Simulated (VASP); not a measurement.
# H20CO12 in VASP: further runs, part 2 of 3

VASP 6.6.1. Earlier steps stand in the parts before.

### 3 Single point, PBE+D3(BJ)

Contents of INCAR:

```
ALGO = Normal
EDIFF = 1E-6
ENCUT = 520
GGA = PE
ISIF = 2
ISMEAR = -1
IVDW = 12
LASPH = T
LCHARG = F
LREAL = Auto
LWAVE = F
NBANDS = 70
NELM = 100
PREC = Accurate
SIGMA = 0.05
```

Contents of KPOINTS:

```
k-points
0
Gamma
  1 1 1
```

Contents of POSCAR:

```
H20CO12
1.0
    7.1530900000      0.0000000000      0.0000000000
    0.0000000000      7.1530900000      0.0000000000
    0.0000000000      0.0000000000      7.1530900000
O H C
12 20 1
Direct
    0.2763980322      0.1003342611      0.1220870980
    0.1881284871      0.8080843384      0.6913375898
    0.3459763543      0.2070294097      0.5824895255
    0.4150933373      0.4780171926      0.8743773670
    0.3012963628      0.5794279116      0.4288915699
    0.8994434573      0.4070688332      0.4415434449
    0.6830334862      0.1716740597      0.1074360871
    0.9860214257      0.6922602679      0.9952621874
    0.9899078580      0.2792639265      0.9279206609
    0.5824615656      0.6893664137      0.1655368519
    0.7391351150      0.9733415908      0.6014603479
    0.9035256092      0.8366873617      0.3539169785
    0.2125235388      0.1763853104      0.0225496953
    0.2076585084     -0.0180062043      0.1195008031
    0.2244624351      0.9396498576      0.6884577155
    0.2403017437      0.7407707718      0.5863479979
    0.4009595853      0.2828987193      0.6856757010
    0.4442136196      0.1477683071      0.5068858354
    0.4578860325      0.5402280693      0.9901315376
    0.3027223200      0.5466728365      0.8388961973
    0.4183366909      0.6289869133      0.3650729964
    0.3335621389      0.4572709137      0.4887398313
    0.9066850830      0.4219575037      0.5741574620
    1.0086550008      0.4733059419      0.3999110874
    0.5485880927      0.1701362628      0.0697880217
    0.6870876782      0.2774045902      0.2006405623
    1.0731865529      0.7327602477      0.8914189532
    1.0714110965      0.6495234926      1.0943662110
    0.8573637407      0.2418954606      0.9505402560
    1.0140233102      0.4168408338      0.9272915621
    0.7097212533      0.6595051929      0.1476145274
    0.5897311512      0.8226235096      0.1491103845
    0.8232106684      0.9069507024      0.4826445634
```

Potentials or basis: VASP PAW PBE potentials, release 64 (O, H, C).

Started as:

```console
cat potpaw_PBE.64/O/POTCAR potpaw_PBE.64/H/POTCAR potpaw_PBE.64/C/POTCAR > POTCAR
mpirun -np 1 vasp_gam > vasp.out
```

OUTCAR:

```text
EDIFF = 1E-6
   ENCUT = 520
   GGA = PE
   ISIF = 2
   ISMEAR = -1
   IVDW = 12
   LASPH = T
   LREAL = Auto
   NELM = 100
   PREC = Accurate
 IVDW          = 12

 ion  position               nearest neighbor table
   1  0.276  0.100  0.122-  14 0.98  13 1.01
   2  0.188  0.808  0.691-  16 0.97  15 0.98
   3  0.346  0.207  0.582-  18 0.98  17 1.00
   4  0.415  0.478  0.874-  20 0.98  19 0.99
[... 332 lines left out ...]
  -------------------------------------------------------------------------------------
  Total      -0.97884    -3.44485    -0.58751    -2.98845     0.92517    -1.20440
  in kB      -4.28492   -15.07997    -2.57183   -13.08206     4.04994    -5.27228
  external pressure =       -7.31 kB  Pullay stress =        0.00 kB

 VOLUME and BASIS-vectors are now :
 -----------------------------------------------------------------------------
  energy-cutoff  :      520.00
  volume of cell :      366.00
      direct lattice vectors                 reciprocal lattice vectors
     7.153090000  0.000000000  0.000000000     0.139799723  0.000000000  0.000000000
     0.000000000  7.153090000  0.000000000     0.000000000  0.139799723  0.000000000
     0.000000000  0.000000000  7.153090000     0.000000000  0.000000000  0.139799723

 POSITION                                       TOTAL-FORCE (eV/Angst)
 -----------------------------------------------------------------------------------
      1.97710      0.71770      0.87330         0.085001      0.040786     -0.751117
      1.34570      5.78030      4.94520        -0.774489      0.747204      1.541371
      2.47480      1.48090      4.16660         0.127899      0.348357      0.143988
      2.96920      3.41930      6.25450        -0.278912     -0.213358      0.096897
      2.15520      4.14470      3.06790         1.059386      0.211870     -0.466447
      6.43380      2.91180      3.15840        -0.651921     -0.260113     -0.613403
[... 25 lines left out ...]
      4.21840      5.88430      1.06660        -0.381482      0.897590     -0.191623
      5.88850      6.48750      3.45240         2.470787     -2.036731     -3.819714
 -----------------------------------------------------------------------------------
    total drift:                               -0.001660      0.007356      0.005763

  FREE ENERGIE OF THE ION-ELECTRON SYSTEM (eV)
  ---------------------------------------------------
  free  energy   TOTEN  =      -169.2134062553 eV

  energy  without entropy=     -169.2134062552  energy(sigma->0) =     -169.21340626
```

OSZICAR:

```text
N       E                     dE             d eps       ncg     rms          rms(c)
DAV:   1     0.807046226452E+03    0.80705E+03   -0.52397E+04   148   0.126E+03
DAV:   2    -0.998208717131E+02   -0.90687E+03   -0.86869E+03   178   0.316E+02
DAV:   3    -0.183883467510E+03   -0.84063E+02   -0.83367E+02   168   0.101E+02
DAV:   4    -0.185317116835E+03   -0.14336E+01   -0.14288E+01   168   0.145E+01
DAV:   5    -0.185340530901E+03   -0.23414E-01   -0.23379E-01   168   0.177E+00    0.257E+01
DAV:   6    -0.168643134193E+03    0.16697E+02   -0.55844E+01   160   0.279E+01    0.101E+01
DAV:   7    -0.168314476509E+03    0.32866E+00   -0.23820E+00   160   0.545E+00    0.630E+00
DAV:   8    -0.168089191354E+03    0.22529E+00   -0.57298E-01   176   0.340E+00    0.854E-01
DAV:   9    -0.168081022632E+03    0.81687E-02   -0.56389E-02   176   0.102E+00    0.381E-01
DAV:  10    -0.168084955762E+03   -0.39331E-02   -0.18503E-02   160   0.605E-01    0.179E-01
DAV:  11    -0.168085266851E+03   -0.31109E-03   -0.19683E-03   168   0.237E-01    0.826E-02
DAV:  12    -0.168085320450E+03   -0.53599E-04   -0.79903E-04   152   0.151E-01    0.367E-02
DAV:  13    -0.168085281179E+03    0.39271E-04   -0.10980E-04   176   0.636E-02    0.176E-02
DAV:  14    -0.168085271611E+03    0.95689E-05   -0.52498E-05   160   0.363E-02    0.121E-02
DAV:  15    -0.168085269551E+03    0.20598E-05   -0.14444E-05   184   0.226E-02    0.544E-03
DAV:  16    -0.168085269277E+03    0.27363E-06   -0.34293E-06   168   0.117E-02
   1 F= -.16921341E+03 E0= -.16921341E+03  d E =-.504358E-10
```

stdout:

```text
POSCAR found type information on POSCAR O H C
 POSCAR found :  3 types and      33 ions
 scaLAPACK will be used
 LDA part: xc-table for (Slater+PW92), standard interpolation
 POSCAR, INCAR and KPOINTS ok, starting setup
 FFT: planning ... GRIDC
 FFT: planning ... GRID_SOFT
 FFT: planning ... GRID
 WAVECAR not read
 entering main loop
```

It took 35 s on 1 thread of Intel Xeon 6975P-C (Granite Rapids), shared host; peak memory 0.37 GiB.

Results:

| Property | Result |
| --- | --- |
| Free energy | -169.2134 eV |
| Pressure | -0.7 GPa |
| Largest force | 4.984 eV/Å |
| Band gap on the k mesh | 4.13 eV, direct |
| Dispersion energy per atom | -0.034 eV |

Forces in eV/Å, atoms in the order of the input:
```
O    0.085  0.041 -0.751
O   -0.774  0.747  1.541
O    0.128  0.348  0.144
O   -0.279 -0.213  0.097
O    1.059  0.212 -0.466
O   -0.652 -0.260 -0.613
O   -1.022  1.093  0.721
O    1.138 -0.405 -0.135
O    0.810  0.522 -0.729
O   -1.623 -0.001  0.329
O   -1.673  1.387  2.441
O   -0.616  0.863  1.520
H   -0.159 -0.450  0.805
H    0.033  0.355  0.041
H    0.119  0.017 -0.183
H    0.464 -0.600 -0.999
H    0.197 -0.690 -0.265
H   -0.128  0.452  0.537
H    0.177  0.060 -0.297
H    0.234  0.188 -0.062
H   -0.982 -0.795  0.422
H   -0.095  0.294 -0.566
H   -0.142 -0.161  0.964
H    0.656  0.240 -0.385
H    0.427 -0.191  0.252
H    0.282 -1.143 -0.750
H   -0.651  0.103  0.153
H   -0.368  0.277 -0.127
H    0.510  0.606  0.359
H   -1.125 -0.978  0.197
H    1.879 -0.776 -0.183
H   -0.381  0.898 -0.192
C    2.471 -2.037 -3.820
```

Levels at points of the mesh, in eV from the valence-band top:
| k point | band 45 | band 46 | band 47 | band 48 | band 49 | band 50 | band 51 | band 52 |
| --- | --- | --- | --- | --- | --- | --- | --- | --- |
| (0.00, 0.00, 0.00) | -0.64 | -0.43 | -0.33 | 0.00 | 4.13 | 6.20 | 6.29 | 6.77 |

Caveat: the standard files for N, O and F lose accuracy on very short bonds.

### 4 Single point, PBE+D3(BJ)

Contents of INCAR:

```
SYSTEM = H20CO12
PREC = Accurate
ENCUT = 520
EDIFF = 1E-6
ISMEAR = -1
SIGMA = 0.05
LREAL = Auto
LASPH = .TRUE.
NELM = 80
ALGO = Fast
ISIF = 2
LWAVE = .FALSE.
LCHARG = .FALSE.
GGA = PE
IVDW = 12
NBANDS = 70
```

Contents of KPOINTS:

```
Automatic mesh
0
G
  1 1 1
  0 0 0
```

Contents of POSCAR:

```
H20CO12
1.0
    7.1530900000      0.0000000000      0.0000000000
    0.0000000000      7.1530900000      0.0000000000
    0.0000000000      0.0000000000      7.1530900000
O H C
12 20 1
Direct
    0.2575390496      0.1161036699      0.1135453350
    0.2160045519      0.7770627799      0.7161520406
    0.3720769625      0.2016890603      0.5391935513
    0.4427317425      0.4376290526      0.8634869686
    0.2884627483      0.5677406547      0.3997992476
    0.8943267874      0.3923199624      0.4233415209
    0.7015289896      0.1630344369      0.1305869212
    0.9730480114      0.6926237472      1.0212509559
    0.9862171453      0.2897628857      0.8762646632
    0.5544317211      0.7315300101      0.1210525801
    0.7274478582      0.9693433188      0.5783794137
    0.8855473648      0.8444043064      0.3191487874
    0.1974111887      0.2064841907      0.0355370896
    0.1571069286      0.0179363045      0.1128463363
    0.2766496717      0.8974023813      0.6978941968
    0.2120761797      0.7237851055      0.5833842437
    0.4818197450      0.2513878617      0.6047736013
    0.4470235940      0.1522838382      0.4317714442
    0.4776956532      0.5653221195      0.9078454207
    0.3186035685      0.4919831849      0.8424331303
    0.3654644356      0.6102537505      0.3045676763
    0.3408596844      0.4439060602      0.4327919822
    0.9165549434      0.3451375559      0.5538305823
    1.0066418848      0.4555234172      0.3754740958
    0.6028164052      0.2534429177      0.0903525609
    0.7891694359      0.2358561125      0.2184510470
    1.0573192844      0.7221214888      0.9173657818
    1.0502873583      0.6811182300      1.1302667798
    0.8769496819      0.2182133875      0.9125426913
    0.9642266489      0.4004842662      0.9615704542
    0.6841099441      0.7426021482      0.1372973079
    0.5196914900      0.8538268077      0.1499771427
    0.8070218605      0.8995832570      0.4520983239
```

Started as:

```console
cat potpaw_PBE.64/O/POTCAR potpaw_PBE.64/H/POTCAR potpaw_PBE.64/C/POTCAR > POTCAR
mpirun -np 1 vasp_gam > vasp.out
```

Run time: 37 s. Hardware: 1 thread of Intel Xeon 6975P-C (Granite Rapids), shared host; peak memory 0.39 GiB.

Results (log left out):

```
Free energy                : -168.7995 eV
Pressure                   : -0.3 GPa
Largest force              : 3.124 eV/Å
Band gap on the k mesh     : 4.35 eV, direct
Dispersion energy per atom : -0.034 eV
```

Forces in eV/Å, atoms in the order of the input:
```
O   -0.593 -2.043  0.806
O   -0.340 -0.439 -1.319
O    1.707 -0.129 -1.201
O   -0.432  1.734  0.455
O   -1.826 -1.051  1.640
O   -0.220 -0.435  0.494
O    0.416  1.383  0.721
O   -0.266 -0.556 -0.653
O    0.016  1.470  0.709
O   -1.463 -1.920 -0.308
O    0.167 -0.453 -0.151
O    0.244 -0.215  0.510
H   -0.371  0.930 -0.966
H    1.015  0.778  0.183
H    0.046  0.295  0.211
H    0.323  0.094  1.381
H   -0.502  0.234  0.968
H   -1.198 -0.017  0.195
H    1.378 -0.626  0.266
H   -0.652 -1.135 -0.665
H    1.901  1.152 -2.196
H   -0.421 -0.109  0.316
H    0.291  0.617 -1.153
H    0.041 -0.341  0.726
H    0.594 -0.599  0.275
H   -1.243 -0.584 -0.778
H    0.182  0.129 -0.439
H    0.407  0.021  0.469
H   -0.483 -0.760  0.145
H    0.388 -0.404 -1.121
H    2.332 -0.423 -0.139
H   -1.160  2.467  0.097
C   -0.274  0.937  0.521
```

Stress tensor (GPa, compression positive):
```
 0.40 -0.21 -0.16
-0.21 -0.54 -0.21
-0.16 -0.21 -0.81
```

Levels at points of the mesh, in eV from the valence-band top:
```csv
k point,band 45,band 46,band 47,band 48,band 49,band 50,band 51,band 52
"(0.00, 0.00, 0.00)",-0.41,-0.37,-0.15,0.00,4.35,5.86,5.93,7.23
```

Caveat: the standard files for N, O and F lose accuracy on very short bonds.

### 5 Single point, PBE+D3(BJ)

Contents of INCAR:

```
PREC = Accurate ; ENCUT = 520
EDIFF = 1E-6 ; ISMEAR = -1
SIGMA = 0.05 ; LREAL = Auto
LASPH = True ; NELM = 100
ALGO = Fast ; ISIF = 2
LWAVE = False ; LCHARG = True
GGA = PE ; IVDW = 12
LELF = True ; LVHAR = True
NBANDS = 70
```

Contents of KPOINTS:

```
regular mesh
0
Gamma
  1 1 1
```

Contents of POSCAR:

```
H20CO12
1.0
    7.1530900000      0.0000000000      0.0000000000
    0.0000000000      7.1530900000      0.0000000000
    0.0000000000      0.0000000000      7.1530900000
O H C
12 20 1
Direct
    0.2591327664      0.0936238744      0.1119935580
    0.2092662052      0.7884424773      0.7131183866
    0.3692949481      0.2174305091      0.5346780203
    0.4526016029      0.4317295043      0.8707146142
    0.2814867421      0.5639800422      0.3891045688
    0.8893499173      0.3804929059      0.4254245368
    0.7022419682      0.1855142323      0.1386673452
    0.9838964699      0.6565693987      0.9758719658
    0.9839104499      0.3023588407      0.8682681191
    0.5484063531      0.7319633892      0.1157961105
    0.7169488990      0.9730619914      0.5905979094
    0.9100822162      0.8525406503      0.3522393819
    0.1739527952      0.1655927718      0.0296235613
    0.1881424671      0.0643498125      0.2205340629
    0.2148442142      0.9228179710      0.6878006568
    0.1997039042      0.7157885613      0.5937434032
    0.4582215518      0.2543935558      0.6323281267
    0.4278151121      0.1404707616      0.4422843834
    0.5017132456      0.5269750555      0.9547062878
    0.3231470595      0.4292830092      0.8354571241
    0.3661354743      0.6287911937      0.2974658504
    0.3497090069      0.4523779234      0.4337985402
    0.9125986112      0.3544482175      0.5549629601
    1.0081377419      0.4409982259      0.4036018001
    0.5813012279      0.2281671278      0.0960144497
    0.7436226861      0.2777540895      0.2342064758
    1.0655395081      0.7238969452      0.8846806066
    1.0523983341      0.6615742288      1.0940726315
    0.8614878325      0.2533031180      0.9110887742
    0.9883840410      0.4334909808      0.9183024399
    0.6855359013      0.7528494679      0.0998729221
    0.4729564426      0.8424890502      0.0682921646
    0.8113975918      0.9069367225      0.4737672810
```

Started as:

```console
cat potpaw_PBE.64/O/POTCAR potpaw_PBE.64/H/POTCAR potpaw_PBE.64/C/POTCAR > POTCAR
mpirun -np 1 vasp_gam > vasp.out
```

It took 50 s on 1 thread of Intel Xeon 6975P-C (Granite Rapids), shared host; peak memory 0.37 GiB.

The run converged. Its results:

```yaml
Free_energy: -169.7614 eV
Pressure: -1.3 GPa
Largest_force: 2.169 eV/Å
Band_gap_on_the_k_mesh: 4.41 eV, direct
Dispersion_energy_per_atom: -0.034 eV
```

Forces on the atoms (eV/Å):
```
O    0.682  0.121 -1.025
O   -0.301 -0.063 -0.220
O   -0.706  0.702  0.633
O    1.204 -1.645 -0.741
O    0.255  0.744 -0.687
O    0.015  0.173 -0.250
O    0.398  0.252  0.445
O    0.068  0.047  0.591
O   -0.082 -0.268 -0.122
O   -0.384  0.739 -0.423
O   -0.064 -0.286  0.082
O   -0.446  0.017  0.769
H   -0.036 -0.124  0.133
H   -0.803 -0.163  0.782
H    0.063 -0.303 -0.240
H    0.478  0.569  0.320
H    0.181 -0.288 -0.125
H    0.770 -0.336 -0.357
H   -0.882  0.762  0.059
H   -0.410  0.833  0.604
H   -0.360 -0.558  0.739
H   -0.209 -0.129 -0.077
H   -0.518 -0.633  1.330
H    0.620  0.484 -0.949
H   -0.561  0.144 -0.237
H    0.062 -0.430 -0.267
H    0.031  0.005 -0.214
H   -0.169  0.066 -0.098
H    0.521  0.107  0.209
H   -0.259 -0.147 -0.183
H   -1.031  0.264 -0.072
H    1.290 -0.941  0.420
C    0.586  0.284 -0.830
```

Stress tensor (GPa, compression positive):
```
-1.70  0.02 -0.69
 0.02 -1.09 -0.31
-0.69 -0.31 -1.18
```

Levels at points of the mesh, in eV from the valence-band top:
| k point | band 44 | band 45 | band 46 | band 47 | band 48 | band 49 | band 50 | band 51 | band 52 | band 53 |
| --- | --- | --- | --- | --- | --- | --- | --- | --- | --- | --- |
| (0.00, 0.00, 0.00) | -0.47 | -0.42 | -0.36 | -0.08 | 0.00 | 4.41 | 5.98 | 6.08 | 7.37 | 7.48 |

Caveat: the standard files for N, O and F lose accuracy on very short bonds. PBE gaps usually lie below the measured ones, often by a third to a half.

[end of part 2 of 3]
